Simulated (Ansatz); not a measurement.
# Copper, beta-Sn type under revPBE: structure, energy and stiffness

Aim: take copper in the beta-Sn type structure, relax it, solve it on a dense k-mesh, then scale the cell to 7 volumes from 88 to 112 % of the relaxed one and try a fit of the equation of state. Spin polarisation is left out. The k-meshes are 14×14×10 for the relaxation; 26×26×12 for the dense run; 18×18×9 for the volumes.

Computed with Ansatz 0.2.0 (DFT revPBE, plane waves (420 eV) with PAW, scalar-relativistic; PBE-made PAW files, unless a step says otherwise).

### 1 The system as given

Symmetry: I4_1/amd, No. 141, tetragonal system. Conventional cell: a = 4.495 Å, b = 4.495 Å, c = 2.454 Å, α = 90.00°, β = 90.00°, γ = 90.00°. Cu (site symmetry -4m2) has 6 Cu at 2.33 to 2.45 Å as nearest neighbours.

Structure file:

```cif
data_structure
_symmetry_space_group_name_H-M 'I4_1/amd:1'
_symmetry_Int_Tables_number 141
_cell_length_a 4.4954
_cell_length_b 4.4954
_cell_length_c 2.4545
_cell_angle_alpha 90.000
_cell_angle_beta 90.000
_cell_angle_gamma 90.000
_cell_volume 49.60
loop_
_atom_site_label
_atom_site_type_symbol
_atom_site_symmetry_multiplicity
_atom_site_Wyckoff_symbol
_atom_site_fract_x
_atom_site_fract_y
_atom_site_fract_z
_atom_site_occupancy
Cu1 Cu 4 a 0.00000 0.00000 0.00000 1
```

### 2 Geometry optimisation

Contents of input.yaml:

```yaml
crystal:
  lattice:
    - [-2.2477036591, 2.2477036591, 1.2272461979]
    - [2.2477036591, -2.2477036591, 1.2272461979]
    - [2.2477036591, 2.2477036591, -1.2272461979]
  atoms:
    - { symbol: Cu, position: [0.0, 0.0, 0.0] }
    - { symbol: Cu, position: [0.75, 0.25, 0.5] }
hamiltonian:
  xc: revpbe
  pseudopotentials:
    kind: paw
    azcp:
      Cu: "pseudopotentials/Cu.paw.azcp"
basis:
  ecutwfc: 420
  fft_grid_basis: typed
kpoints:
  mp_grid: { grid: [14, 14, 10], shift: [0, 0, 0] }
magnetization:
  spin_polarized: false
scf:
  occupations: { method: fermi_dirac, width: 0.1 }
relax:
  max_steps: 60
  f_tol: 0.01
  cell: {}
```

The program printed:

```text
Warning: crystal.symmetry: narrowed to the stabiliser of the k-point mesh — unitary ops 16 → 4; excluded 12 operations that carry a point of the 14×14×10 mesh (shift [0, 0, 0]) off the mesh (the run samples exactly the mesh kpoints.mp_grid names, as under crystal.symmetry.detect: false, and its converged state has the mesh's symmetry, not the crystal's; ε∞, the Born charges and the force constants of a linear response (`dielectric:` by the response, `phonons.method: dfpt`) are averaged over those of the crystal's operations that the state keeps within a tolerance, where `mesh_tensors`, `unaveraged_element` or `gamma_mean_max_change_ev_ang2` stands beside them; a row that `dielectric.field_direction` solves alone is averaged likewise, with nothing beside; a Γ-centred mesh of equal divisions is mapped onto itself by every operation and keeps the whole group, as does a half-shifted one under kpoints.further_shifts: images)
Warning: RAYON_NUM_THREADS=2 ignored (pool sized by the plan → 2); use --threads N
Engine: ansatz 0.2.0, aarch64-unknown-linux-gnu
Pseudopotentials: kind: paw
Pseudopotential: Cu, paw, valence charge 19, recommended cutoff 420 eV (normal), <dir>
Functional definition: revPBE
  parameter kappa = 1.245
  parameter beta = 0.06672455060314922
  exchange = pbe_x(kappa = kappa, mu = beta*pi^2/3)
  correlation = pbe_c(beta = beta)
Crystal: 2 atoms, lattice volume = 24.801 Å³
Basis set: ecut = 420 eV, 501 PW (Γ), exchange–correlation on 48×48×48 points (8 copies of the dense FFT grid, shifted against one another)
Bands: 23, of which v1, the nominal top of the filled ones, is band 19 counted from 1 (18 counted from 0)
Symmetry: 4 space group operations
k-points: 534 of 1960
Non-local potential: Cu, projectors of the file, l = 0: 3, l = 1: 2, l = 2: 3, l = 3: 1
PAW form: soft (Blöchl's): semilocal exchange-correlation on the pseudo side does not see the compensation charge
PAW frozen core: Cu, regenerated for the run's functional, and the local potential with it (the file was generated under x = pbe(κ = 0.804, μ = 0.2195149727645171), c = pbe(β = 0.06672455060314922))
PAW one-centre angular grid: Cu, 590 points (default); XC on 64 Gauss nodes
Initial density: superposition of atomic densities (neutral atoms: chi_scale 0, normalization atom), corrected by the library's trained network
Initial wavefunctions: pseudopotential atomic-orbital guess
Functional: x = revpbe(κ = 1.245, μ = 0.2195149727645171), c = pbe(β = 0.06672455060314922)
SCF iter   1: F=—  HF=-13257.035155 eV  |F-HF|=—  |Δ(HF+E_count)|=         —  Δρ=8.13e-3  dr2=8.46e-3  ethr=1.77e-3  ⟨swp⟩=5.5  Hψ=45871  notcnv=0
preconditioner: auto → Kerker (q_TF=auto, 2.929 Å⁻¹)  [metal: Δε(μ)=0.008 eV  Ē_g=10.150 eV  σ=0.100 eV  W_gap=0.02  n_scr=16 (ndim 8)  ℏωp=35.0 eV  f_vac=0.000  D(μ)=0.68/eV (n_scr^D=4)]
SCF iter   2: F=—  HF=-13257.034057 eV  |F-HF|=—  |Δ(HF+E_count)|=   1.10e-3  Δρ=1.26e-3  dr2=2.13e-4  ethr=2.23e-5  ⟨swp⟩=2.0  Hψ=21700  notcnv=0
SCF iter   3: F=—  HF=-13257.034070 eV  |F-HF|=—  |Δ(HF+E_count)|=   1.31e-5  Δρ=1.07e-3  dr2=1.80e-4  ethr=5.60e-7  ⟨swp⟩=2.6  Hψ=21441  notcnv=0
SCF iter   4: F=—  HF=-13257.034048 eV  |F-HF|=—  |Δ(HF+E_count)|=   2.28e-5  Δρ=1.27e-4  dr2=2.15e-6  ethr=4.74e-7  ⟨swp⟩=2.5  Hψ=17237  notcnv=0
SCF iter   5: F=—  HF=-13257.034053 eV  |F-HF|=—  |Δ(HF+E_count)|=   5.80e-6  Δρ=3.86e-5  dr2=2.23e-7  ethr=5.65e-9  ⟨swp⟩=2.0  Hψ=22480  notcnv=0
SCF iter   6: F=-13257.034054 eV  HF=-13257.034054 eV  |F-HF|=8.20e-9  |Δ(HF+E_count)|=   1.13e-7  Δρ=6.23e-6  dr2=9.00e-9  ethr=2.63e-10  ⟨swp⟩=4.1  Hψ=44805  notcnv=0
SCF 1 converged in 6 iterations: F = -13257.034054 eV  dr2 = 9.00e-9
relax step   1: F+E_penalty+E_count = -13257.03405353 eV  Δ(F+E_penalty+E_count) = +0.000e0 eV  max|allowed force component| = 1.127e-3 eV/Å  Δτ_max = 0.0000 Å  P = +11.571 GPa  Ω = 24.801 Å³  (6 SCF iters, dr2 threshold 1.00e-7 eV, accepted)
[... from here on, the SCF cycles and remarks between the steps are left out ...]
relax step   2: F+E_penalty+E_count = -13257.09669469 eV  Δ(F+E_penalty+E_count) = -6.264e-2 eV  max|allowed force component| = 2.747e-4 eV/Å  Δτ_max = 0.0000 Å  P = +5.803 GPa  Ω = 25.804 Å³  energy of the carried Pulay correction = -8.329e-4 eV  (6 SCF iters, dr2 threshold 2.00e-7 eV, accepted)
relax step   3: F+E_penalty+E_count = -13257.12544261 eV  Δ(F+E_penalty+E_count) = -2.875e-2 eV  max|allowed force component| = 3.775e-4 eV/Å  Δτ_max = 0.0001 Å  P = +0.881 GPa  Ω = 26.898 Å³  energy of the carried Pulay correction = -1.691e-3 eV  (7 SCF iters, dr2 threshold 2.00e-7 eV, accepted)
relax step   4: F+E_penalty+E_count = -13257.12641571 eV  Δ(F+E_penalty+E_count) = -9.731e-4 eV  max|allowed force component| = 1.647e-4 eV/Å  Δτ_max = 0.0000 Å  P = +0.071 GPa  Ω = 27.110 Å³  energy of the carried Pulay correction = -1.851e-3 eV  (6 SCF iters, dr2 threshold 2.00e-7 eV, accepted)
relax step   5: F+E_penalty+E_count = -13257.14583630 eV  Δ(F+E_penalty+E_count) = -1.942e-2 eV  max|allowed force component| = 3.726e-4 eV/Å  Δτ_max = 0.0001 Å  P = -0.892 GPa  Ω = 27.217 Å³  energy of the carried Pulay correction = -1.923e-3 eV  (6 SCF iters, dr2 threshold 2.00e-7 eV, accepted)
relax step   6: F+E_penalty+E_count = -13257.19226282 eV  Δ(F+E_penalty+E_count) = -4.643e-2 eV  max|allowed force component| = 4.331e-4 eV/Å  Δτ_max = 0.0000 Å  P = -1.765 GPa  Ω = 26.964 Å³  energy of the carried Pulay correction = -1.720e-3 eV  (6 SCF iters, dr2 threshold 2.00e-7 eV, accepted)
relax step   7: F+E_penalty+E_count = -13257.25694697 eV  Δ(F+E_penalty+E_count) = -6.468e-2 eV  max|allowed force component| = 9.967e-4 eV/Å  Δτ_max = 0.0005 Å  P = -2.730 GPa  Ω = 26.447 Å³  energy of the carried Pulay correction = -1.306e-3 eV  (6 SCF iters, dr2 threshold 2.00e-7 eV, accepted)
relax step   8: F+E_penalty+E_count = -13257.32100077 eV  Δ(F+E_penalty+E_count) = -6.405e-2 eV  max|allowed force component| = 2.318e-3 eV/Å  Δτ_max = 0.0004 Å  P = -0.941 GPa  Ω = 25.455 Å³  energy of the carried Pulay correction = -5.018e-4 eV  (7 SCF iters, dr2 threshold 2.00e-7 eV, accepted)
relax step   9: F+E_penalty+E_count = -13257.37616521 eV  Δ(F+E_penalty+E_count) = -5.516e-2 eV  max|allowed force component| = 1.277e-3 eV/Å  Δτ_max = 0.0000 Å  P = -0.751 GPa  Ω = 24.620 Å³  energy of the carried Pulay correction = +2.068e-4 eV  (6 SCF iters, dr2 threshold 2.00e-7 eV, accepted)
relax step  10: F+E_penalty+E_count = -13257.39757686 eV  Δ(F+E_penalty+E_count) = -2.141e-2 eV  max|allowed force component| = 2.248e-4 eV/Å  Δτ_max = 0.0133 Å  P = +2.586 GPa  Ω = 23.607 Å³  energy of the carried Pulay correction = +1.072e-3 eV  (7 SCF iters, dr2 threshold 2.00e-7 eV, accepted)
relax step  11: F+E_penalty+E_count = -13257.39847108 eV  Δ(F+E_penalty+E_count) = -8.942e-4 eV  max|allowed force component| = 1.023e-2 eV/Å  Δτ_max = 0.0057 Å  P = -2.081 GPa  Ω = 24.102 Å³  energy of the carried Pulay correction = +6.408e-4 eV  (6 SCF iters, dr2 threshold 2.00e-7 eV, accepted)
relax step  12: F+E_penalty+E_count = -13257.40046612 eV  Δ(F+E_penalty+E_count) = -1.995e-3 eV  max|allowed force component| = 4.024e-4 eV/Å  Δτ_max = 0.0058 Å  P = +0.256 GPa  Ω = 23.908 Å³  energy of the carried Pulay correction = +8.093e-4 eV  (6 SCF iters, dr2 threshold 2.00e-7 eV, accepted)
relax step  13: F+E_penalty+E_count = -13257.40051751 eV  Δ(F+E_penalty+E_count) = -5.139e-5 eV  max|allowed force component| = 5.075e-5 eV/Å  Δτ_max = 0.0007 Å  P = +0.005 GPa  Ω = 23.916 Å³  energy of the carried Pulay correction = +8.026e-4 eV  (6 SCF iters, dr2 threshold 2.00e-7 eV, accepted)
relax step  14: F+E_penalty+E_count = -13257.52009378 eV  Δ(F+E_penalty+E_count) = -1.196e-1 eV  max|allowed force component| = 4.588e-5 eV/Å  Δτ_max = 0.0000 Å  P = +7.177 GPa  Ω = 23.916 Å³  stress off target by 1.93e1 GPa  SCF on the basis re-selected at this cell (its energy is not comparable with the rows above)  (9 SCF iters)
relax step  15: F+E_penalty+E_count = -13257.60755799 eV  Δ(F+E_penalty+E_count) = -8.746e-2 eV  max|allowed force component| = 1.101e-3 eV/Å  Δτ_max = 0.0012 Å  P = +4.324 GPa  Ω = 24.156 Å³  energy of the carried Pulay correction = -3.462e-4 eV  (6 SCF iters, dr2 threshold 2.00e-7 eV, accepted)
relax step  16: F+E_penalty+E_count = -13257.64566756 eV  Δ(F+E_penalty+E_count) = -3.811e-2 eV  max|allowed force component| = 3.645e-3 eV/Å  Δτ_max = 0.0027 Å  P = +2.338 GPa  Ω = 24.410 Å³  energy of the carried Pulay correction = -7.074e-4 eV  (6 SCF iters, dr2 threshold 2.00e-7 eV, accepted)
relax step  17: F+E_penalty+E_count = -13257.65215195 eV  Δ(F+E_penalty+E_count) = -6.484e-3 eV  max|allowed force component| = 1.054e-2 eV/Å  Δτ_max = 0.0324 Å  P = +0.360 GPa  Ω = 24.758 Å³  energy of the carried Pulay correction = -1.047e-3 eV  (6 SCF iters, dr2 threshold 2.00e-7 eV, accepted)
relax step  18: F+E_penalty+E_count = -13257.66567000 eV  Δ(F+E_penalty+E_count) = -1.352e-2 eV  max|allowed force component| = 2.439e-2 eV/Å  Δτ_max = 0.0627 Å  P = -1.834 GPa  Ω = 25.080 Å³  energy of the carried Pulay correction = -1.357e-3 eV  (6 SCF iters, dr2 threshold 2.00e-7 eV, accepted)
relax step  19: F+E_penalty+E_count = -13257.68343862 eV  Δ(F+E_penalty+E_count) = -1.777e-2 eV  max|allowed force component| = 2.231e-2 eV/Å  Δτ_max = 0.0711 Å  P = -3.570 GPa  Ω = 25.147 Å³  energy of the carried Pulay correction = -1.429e-3 eV  (7 SCF iters, dr2 threshold 2.00e-7 eV, accepted)
relax step  20: F+E_penalty+E_count = -13257.70138148 eV  Δ(F+E_penalty+E_count) = -1.794e-2 eV  max|allowed force component| = 1.800e-2 eV/Å  Δτ_max = 0.0581 Å  P = +0.503 GPa  Ω = 24.244 Å³  energy of the carried Pulay correction = -5.658e-4 eV  (6 SCF iters, dr2 threshold 2.00e-7 eV, accepted)
relax step  21: F+E_penalty+E_count = -13257.70170821 eV  Δ(F+E_penalty+E_count) = -3.267e-4 eV  max|allowed force component| = 1.251e-4 eV/Å  Δτ_max = 0.0094 Å  P = -0.140 GPa  Ω = 24.330 Å³  energy of the carried Pulay correction = -6.558e-4 eV  (6 SCF iters, dr2 threshold 2.00e-7 eV, accepted)
relax step  22: F+E_penalty+E_count = -13257.70175182 eV  Δ(F+E_penalty+E_count) = -4.360e-5 eV  max|allowed force component| = 1.892e-4 eV/Å  Δτ_max = 0.0012 Å  P = +0.017 GPa  Ω = 24.314 Å³  energy of the carried Pulay correction = -6.382e-4 eV  (6 SCF iters, dr2 threshold 2.00e-7 eV, accepted)
relax step  23: F+E_penalty+E_count = -13257.72246770 eV  Δ(F+E_penalty+E_count) = -2.072e-2 eV  max|allowed force component| = 3.072e-3 eV/Å  Δτ_max = 0.0000 Å  P = +1.675 GPa  Ω = 24.314 Å³  stress off target by 4.62e0 GPa  SCF on the basis re-selected at this cell (its energy is not comparable with the rows above)  (7 SCF iters)
relax step  24: F+E_penalty+E_count = -13257.73291472 eV  Δ(F+E_penalty+E_count) = -1.045e-2 eV  max|allowed force component| = 1.412e-3 eV/Å  Δτ_max = 0.0218 Å  P = +0.710 GPa  Ω = 24.467 Å³  energy of the carried Pulay correction = -1.602e-4 eV  (6 SCF iters, dr2 threshold 2.00e-7 eV, accepted)
relax step  25: F+E_penalty+E_count = -13257.73731531 eV  Δ(F+E_penalty+E_count) = -4.401e-3 eV  max|allowed force component| = 2.323e-2 eV/Å  Δτ_max = 0.0396 Å  P = +0.762 GPa  Ω = 24.443 Å³  energy of the carried Pulay correction = -1.773e-4 eV  (6 SCF iters, dr2 threshold 2.00e-7 eV, accepted)
relax step  26: F+E_penalty+E_count = -13257.73867924 eV  Δ(F+E_penalty+E_count) = -1.364e-3 eV  max|allowed force component| = 3.083e-3 eV/Å  Δτ_max = 0.0131 Å  P = +0.026 GPa  Ω = 24.582 Å³  energy of the carried Pulay correction = -3.034e-4 eV  (6 SCF iters, dr2 threshold 2.00e-7 eV, accepted)
relax step  27: F+E_penalty+E_count = -13257.73868496 eV  Δ(F+E_penalty+E_count) = -5.717e-6 eV  max|allowed force component| = 3.237e-4 eV/Å  Δτ_max = 0.0023 Å  P = -0.002 GPa  Ω = 24.588 Å³  energy of the carried Pulay correction = -3.083e-4 eV  (6 SCF iters, dr2 threshold 1.61e-8 eV, accepted)
relax step  28: F+E_penalty+E_count = -13257.73874829 eV  Δ(F+E_penalty+E_count) = -6.333e-5 eV  max|allowed force component| = 2.951e-4 eV/Å  Δτ_max = 0.0000 Å  P = -0.018 GPa  Ω = 24.588 Å³  stress off target by 4.88e-2 GPa  SCF on the basis re-selected at this cell (its energy is not comparable with the rows above)  (6 SCF iters)
basis re-selected at this cell: Δ(F+E_penalty+E_count) = -6.333e-5 eV, ΔP = -0.016 GPa vs the last step (what re-selecting the basis moved, of the pressure what is left beyond the Pulay correction that the steps carried, after the strain that the cell walked since its last selection, with what the two solves' SCF thresholds leave and, on support functions, any second-order correction that the steps lacked; it is no measure of the basis error at this ecutwfc). The dense FFT grid was sized anew with the basis: this SCF ran on 18×18×36 points, the steps before it on 18×18×32, so part of this shift can come from that change (see relax.cell in the input reference). This SCF's stress stands 4.88e-2 GPa from its target on what of the cell is left free (relax.cell.stress_tol is 5.00e-2 GPa) and its largest allowed force component is 2.95e-4 eV/Å (relax.f_tol is 1.00e-2 eV/Å): within both
SCF converged after 6 iterations
Free energy (F): -13257.738748 eV
Harris-Foulkes:  -13257.738748 eV  (|F-HF|=1.82e-12)
Internal energy: -13257.712603 eV  (E = F + TS)
E sigma→0 (E₀):  -13257.725676 eV
Entropy (-TS):   -0.026145 eV (-13.073 meV/atom)
Fermi energy:    15.997796 eV
--- Per-component energies (eV) ---
  E_band       = -743.377388
  E_kinetic    = 598.625593
  E_local      = -8249.899545  (includes V_loc(G=0)·N_el)
  E_nonlocal   = 780.302521
  E_hartree    = 3631.428126
  E_xc         = -178.514977
  E_vxc        = -230.076308  (∫ρ·V_xc dr)
  E_paw        = -3334.524036  (= ΣΔE_a)
  E_vpaw       = -905.186696  (= ΣTr[D̂ρ^β])
  E_aug_tail   = 0.000539  (compensation charges beyond the density's cutoff)
  E_ewald      = -6505.070918
  E_core_change = -0.059906  (= ΣΔE_core)
  E_smearing   = -0.026145  (= −TS)
  E_closure    = 0.000000  (closes the sum)
  Σ components = -13257.738748   (vs F -13257.738748, Δ=0.00e0)
--- Forces (eV/Å), atoms counted from 1 ---
  atom   1  Cu    -0.00029515     0.00029515     0.00000000
  atom   2  Cu     0.00029515    -0.00029515     0.00000000
  max |Σ_I F_I| component: 5.42e-20 eV/Å
--- Stress (GPa, compression-positive) ---
       -0.016900      -0.011389       0.017044
       -0.011389      -0.016900       0.017044
        0.017044       0.017044      -0.020413
  P = ⅓ Tr σ = -0.0181 GPa (-0.181 kbar)
--- Relaxed structure (25 steps of the walk, 25 accepted, 3 SCFs on fresh bases) ---
  F+E_penalty+E_count = -13257.73874829 eV   max|allowed force component| = 2.951e-4 eV/Å   (the final SCF, on the basis selected at the relaxed cell)
  cell:  # Å, volume = 24.5877 Å³
    - [-1.7403841626214527, 1.432171376247598, 1.276441471447884]
    - [1.432171376247598, -1.7403841626214527, 1.276441471447884]
    - [3.2580937481150523, 3.2580937481150523, -1.8409337541694386]
  atoms:
    - { symbol: Cu, position: [-0.0414723500870432, 0.0414723500870432, 0.0] }
    - { symbol: Cu, position: [0.7914723500870431, 0.2085276499129568, 0.5] }
```

Wall time 3.3 min (2 threads of an Arm CPU, shared host); peak memory 0.54 GiB.

Step by step:

```
step  energy change (meV/atom)  largest force (eV/Å)  pressure (GPa)  volume (Å³/atom)
   1                      0.00                0.0011           11.57            12.401
   2                    -31.32                0.0003            5.80            12.902
   3                    -45.69                0.0004            0.88            13.449
   4                    -46.18                0.0002            0.07            13.555
   5                    -55.89                0.0004           -0.89            13.609
   6                    -79.10                0.0004           -1.76            13.482
   7                   -111.45                0.0010           -2.73            13.223
   8                   -143.47                0.0023           -0.94            12.727
   9                   -171.06                0.0013           -0.75            12.310
  10                   -181.76                0.0002            2.59            11.803
  11                   -182.21                0.0102           -2.08            12.051
  12                   -183.21                0.0004            0.26            11.954
  13                   -183.23                0.0001            0.00            11.958
  14                   -243.02                0.0000            7.18            11.958
  15                   -286.75                0.0011            4.32            12.078
  16                   -305.81                0.0036            2.34            12.205
  17                   -309.05                0.0105            0.36            12.379
  18                   -315.81                0.0244           -1.83            12.540
  19                   -324.69                0.0223           -3.57            12.573
  20                   -333.66                0.0180            0.50            12.122
  21                   -333.83                0.0001           -0.14            12.165
  22                   -333.85                0.0002            0.02            12.157
  23                   -344.21                0.0031            1.68            12.157
  24                   -349.43                0.0014            0.71            12.234
  25                   -351.63                0.0232            0.76            12.222
  26                   -352.31                0.0031            0.03            12.291
  27                   -352.32                0.0003            0.00            12.294
  28                   -352.35                0.0003           -0.02            12.294
```

Steps that repeat a cell are solved on a basis chosen anew, so their changes of energy are no gain of the relaxation.

Changes in the cell that was computed:

|  | before | after | change |
| --- | --- | --- | --- |
| a (Å) | 3.407 | 2.590 | -24.0 % |
| b (Å) | 3.407 | 2.590 | -24.0 % |
| c (Å) | 3.407 | 4.962 | +45.6 % |
| α (°) | 97.45 | 105.13 | +7.9 % |
| β (°) | 97.45 | 105.13 | +7.9 % |
| γ (°) | 137.78 | 120.01 | -12.9 % |
| volume (Å³/atom) | 12.401 | 12.294 | -0.9 % |
| shortest distance (Å) | 2.330 | 2.590 | +11.2 % |
| space group (spins left aside) | I4_1/amd | P6_3/mmc | changed |

### 3 Single point on a dense mesh

Contents of input.yaml:

```yaml
crystal:
  lattice:
    - [-1.7403841626, 1.4321713762, 1.2764414714]
    - [1.4321713762, -1.7403841626, 1.2764414714]
    - [3.2580937481, 3.2580937481, -1.8409337542]
  atoms:
    - { symbol: Cu, position: [0.9585276499, 0.0414723501, 1.0] }
    - { symbol: Cu, position: [0.7914723501, 0.2085276499, 0.5] }
hamiltonian:
  xc: revpbe
  pseudopotentials:
    kind: paw
    azcp:
      Cu: "pseudopotentials/Cu.paw.azcp"
basis:
  ecutwfc: 420
  fft_grid_basis: typed
kpoints:
  mp_grid: { grid: [26, 26, 12], shift: [0, 0, 0] }
magnetization:
  spin_polarized: false
scf:
  occupations: { method: fermi_dirac, width: 0.1 }
```

The program printed (excerpt; [...] marks lines left out):

```text
Warning: RAYON_NUM_THREADS=2 ignored (pool sized by the plan → 2); use --threads N
[...]
[... 3 set-up lines as earlier in the session ...]
[...]
Crystal: 2 atoms, lattice volume = 24.588 Å³
Basis set: ecut = 420 eV, 489 PW (Γ)
Bands: 23, of which v1, the nominal top of the filled ones, is band 19 counted from 1 (18 counted from 0)
[... 1 set-up line as earlier in the session ...]
Space group: C2/c (ITA 15), of the structure as read, at distance tolerance 2.9e-5 Å
k-points: 2121 of 8112
[...]
SCF iter   1: F=—  HF=-13257.743821 eV  |F-HF|=—  |Δ(HF+E_count)|=         —  Δρ=6.56e-3  dr2=5.26e-3  ethr=1.77e-3  ⟨swp⟩=4.6  Hψ=177704  notcnv=0
[...]
SCF iter   6: F=-13257.743129 eV  HF=-13257.743129 eV  |F-HF|=3.64e-11  |Δ(HF+E_count)|=  9.04e-10  Δρ=4.83e-7  dr2=4.42e-11  ethr=1.08e-11  ⟨swp⟩=1.2  Hψ=127282  notcnv=0
[...]
SCF converged after 6 iterations
Free energy (F): -13257.743129 eV
[...]
E sigma→0 (E₀):  -13257.732413 eV
Entropy (-TS):   -0.021433 eV (-10.716 meV/atom)
Fermi energy:    16.025783 eV
[...]
```

It took 22 s on 2 threads of an Arm CPU, shared host; peak memory 1.1 GiB.

[end of part 1 of 2]
